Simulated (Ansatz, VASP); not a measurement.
## BN: VASP beside Ansatz

The input POSCAR:

```
BN
1.0
    2.4913353509      0.0000000000      0.0000000000
   -1.2456676755      2.1575597032      0.0000000000
    0.0000000000      0.0000000000      4.0010591815
B N
2 2
Direct
    0.0000000000      0.0000000000      0.0000000000
    0.0000000000      0.0000000000      0.5000000000
    0.3333333333      0.6666666667      0.2500000000
    0.6666666667      0.3333333333      0.7500000000
```

Contents of INCAR.step1:

```
SYSTEM = BN
ALGO     = Normal         ! electronic algorithm
EDIFF    = 1E-4           ! SCF threshold, eV
ENCUT    = 520            ! plane-wave cutoff, eV
GGA      = PE             ! functional
ISMEAR   = 0              ! smearing method
LASPH    = .TRUE.         ! aspherical terms in the spheres
LCHARG   = .FALSE.        ! write CHGCAR
LREAL    = .FALSE.        ! projectors in reciprocal space
LWAVE    = .TRUE.         ! write WAVECAR
NBANDS   = 16             ! bands
NELM     = 80             ! most SCF steps
PREC     = Accurate       ! precision mode
SIGMA    = 0.01           ! smearing width, eV
```

Contents of INCAR.step2:

```
SYSTEM = BN
ALGO     = Normal         ! electronic algorithm
EDIFF    = 1E-6           ! SCF threshold, eV
ENCUT    = 520            ! plane-wave cutoff, eV
ISIF     = 2              ! what is computed and relaxed
ISMEAR   = 0              ! smearing method
ISTART   = 1            
LASPH    = .TRUE.         ! aspherical terms in the spheres
LCHARG   = .TRUE.         ! write CHGCAR
LELF     = .TRUE.         ! ELF
LMIXTAU  = .TRUE.       
LREAL    = .FALSE.        ! projectors in reciprocal space
LVHAR    = .TRUE.       
LWAVE    = .FALSE.        ! write WAVECAR
METAGGA  = R2SCAN         ! meta-GGA
NBANDS   = 16             ! bands
NELM     = 80             ! most SCF steps
PREC     = Accurate       ! precision mode
SIGMA    = 0.01           ! smearing width, eV
```

The input KPOINTS:

```
k-points
0
G
  12 12 6
  0 0 0
```

Input for Ansatz:

```yaml
crystal:
  lattice:
    - [2.4913353509, 0.0, 0.0]
    - [-1.2456676755, 2.1575597032, 0.0]
    - [0.0, 0.0, 4.0010591815]
  atoms:
    - { symbol: B, position: [0.0, 0.0, 0.0] }
    - { symbol: B, position: [0.0, 0.0, 0.5] }
    - { symbol: "N", position: [0.3333333333, 0.6666666667, 0.25] }
    - { symbol: "N", position: [0.6666666667, 0.3333333333, 0.75] }
kpoints:
  mp_grid: { grid: [12, 12, 6] }
  band_path:
    path:
      - [0.0, 0.0, 0.0]
      - [0.5, 0.0, 0.0]
      - [0.3333333333, 0.3333333333, 0.0]
      - [0.0, 0.0, 0.5]
      - [0.5, 0.0, 0.5]
      - [0.3333333333, 0.3333333333, 0.5]
      - [0.0, 0.179688, 0.0]
      - [0.25, 0.25, 0.1666666667]
    npoints: 1
hamiltonian:
  xc: r2scan
scf:
  occupations: { method: fixed }
  n_extra_bands: 5
output:
  forces: true
  stress: true
  eigenvalues: true
```

Alike in both runs: task single point; functional r2SCAN; k mesh 12 × 12 × 6; no spin polarisation.

|  | VASP | Ansatz |
| --- | --- | --- |
| version | VASP 6.6.1 | Ansatz 0.2.0 |
| potentials or method | VASP PAW PBE potentials, release 64 (B, N) | plane waves, PAW |
| plane-wave cutoff (eV) | 520 | 500 |
| occupations | gaussian, width 0.01 eV | fixed |
| valence electrons in the cell | 16 | 16 |

|  | VASP | Ansatz | Ansatz less VASP |
| --- | --- | --- | --- |
| gap on the k mesh at the Fermi level (eV) | 1.82 | 1.83 | +0.011 |
| pressure (GPa) | 0.4 | 0.0 | -0.35 |
| largest component of the traceless stress (GPa) | 0.10 | 0.00 | -0.104 |

Caveats: the PAW data sets were made with another functional, which shifts forces and pressure a little (VASP). r2SCAN opens gaps a little over a GGA but as a rule still falls short of measured ones. A k mesh can miss the band edges.
